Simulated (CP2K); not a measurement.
TiO:

```xyz
2
Lattice="3.0310 0.0000 0.0000 -1.5155 2.6249 0.0000 0.0000 0.0000 3.2377" Properties=species:S:1:pos:R:3 pbc="T T T"
Ti    1.5155    0.8750    0.0000
O     0.0000    0.0000    1.6188
```

Base run:

- Program: CP2K 2026.2
- Functional: SCAN
- Potentials or basis: POTENTIAL_UZH Ti GTH-SCAN-q12, O GTH-SCAN-q6; TZVP-MOLOPT-SCAN-GTH basis
- Density cutoff: 11565 eV
- k mesh: 10 × 10 × 8
- Occupations: fermi-dirac, width 0.05 eV
- Spin: no spin polarisation

Its results: band gap on the k mesh 0.18 eV, direct; pressure -39.4 GPa.

**Question.** The run is repeated on the same cell with these changes: functional from SCAN to TASK; eps_default from 1.0E-9 to 1.0E-10. What comes out?

**Answer.** Band gap on the k mesh 0.25 eV, direct; pressure -30.7 GPa.

Caveats: a pressure of tens of GPa on the cell as given is suspect, and the run, the potentials or the cell itself is likely at fault; the basis of atomic orbitals isn't converged, which shifts pressures, moduli and gaps; the potentials were made for another functional, which shifts forces and pressure (some runs).
